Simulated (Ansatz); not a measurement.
Si (Fd-3m) from a database structure, relaxed with r2SCAN in Ansatz. Space group Fd-3m (No. 227), cubic; a = 5.444 Å in the conventional setting, 20.17 Å³ an atom. Around Si lie 4 Si at 2.36 Å.

The axes x, y and z are those of this cell:
```xyz
2
Lattice="0.0000 2.7221 2.7221 2.7221 0.0000 2.7221 2.7221 2.7221 0.0000" Properties=species:S:1:pos:R:3 pbc="T T T"
Si    1.3611    1.3611    1.3611
Si    0.0000    0.0000    0.0000
```

Unstrained: The PBE gap is indirect, 0.583 eV (Γ to Γ–X (0.84 of the way from Γ)), below the direct gap of 2.557 eV at Γ. With r2SCAN the valence top lies at Γ and the conduction bottom at Γ–X (0.84 of the way from Γ), 0.770 eV higher; the smallest vertical gap, at Γ, is 2.739 eV. The HSE06 gap is indirect, 1.144 eV (Γ to Γ–X (0.84 of the way from Γ)), below the direct gap of 3.312 eV at Γ. Meshes: PBE 8×8×8, r2SCAN 8×8×8, HSE06 6×6×6. Strains are changes of length per length, and xy shears are angles. After each strain the atoms were relaxed again with r2SCAN within the symmetry that the strain leaves, so tilts or polar shifts that break it weren't tested; points keep the names that they have in the unstrained zone. Spin-unpolarised throughout; all numbers are computed.

(1) One strain changed the r2SCAN stress by xx -5.26, yy -5.26, zz 0.00 GPa (compression positive) and the gap by -0.484 eV (PBE), -0.522 eV (r2SCAN), -0.516 eV (HSE06). Which kind of strain was it, and roughly how large?

(2) One strain changed the r2SCAN stress by xx +0.08, yy +0.08, zz -0.04, xy +3.21 GPa (compression positive) and the gap by -0.324 eV (PBE), -0.342 eV (r2SCAN), -0.336 eV (HSE06). Which kind of strain was it, and roughly how large?

(3) Estimate what isotropic +4.41 % on every length does to the gap.

(4) Apply biaxial -0.43 % in x and y, z held. How far does the gap move, against the unstrained cell?

Results:

(1) Epitaxial +3.14 % in the xy plane, free normal strain -2.32 %. The pattern of the stress gives the kind; the size needs the stiffness, so it is an estimate.

(2) Xy shear, engineering strain (angle) -3.94 %. The pattern of the stress gives the kind; the size needs the stiffness, so it is an estimate.

(3) PBE: the gap goes from 0.583 to 0.787 eV (+0.204 eV); the edges go from Γ → Γ–X (0.84) to Γ → Γ–X (0.82). r2SCAN: the gap goes from 0.770 to 0.963 eV (+0.193 eV); the edges go from Γ → Γ–X (0.84) to Γ → Γ–X (0.82). HSE06: the gap goes from 1.144 to 1.339 eV (+0.195 eV); the edges go from Γ → Γ–X (0.84) to Γ → Γ–X (0.82). The r2SCAN energy rises by 92.7 meV an atom.

(4) PBE: the gap goes from 0.583 to 0.545 eV (-0.038 eV); with r2SCAN the top three valence levels at Γ, degenerate before, become 2+1 from the top over 33 meV. r2SCAN: the gap goes from 0.770 to 0.731 eV (-0.039 eV). HSE06: the gap goes from 1.144 to 1.105 eV (-0.039 eV). The r2SCAN energy rises by 0.5 meV an atom.

Where an edge lies off the special points, it is a point of the mesh or the k point where a search put PBE's edge or least direct gap, reused for the other functionals, whose own edges may lie a little apart.

The meshes of the hybrids are coarse, so their gaps aren't converged to the digits shown.

The splittings at Γ are without spin-orbit coupling, which regroups them where it is of like size or larger.
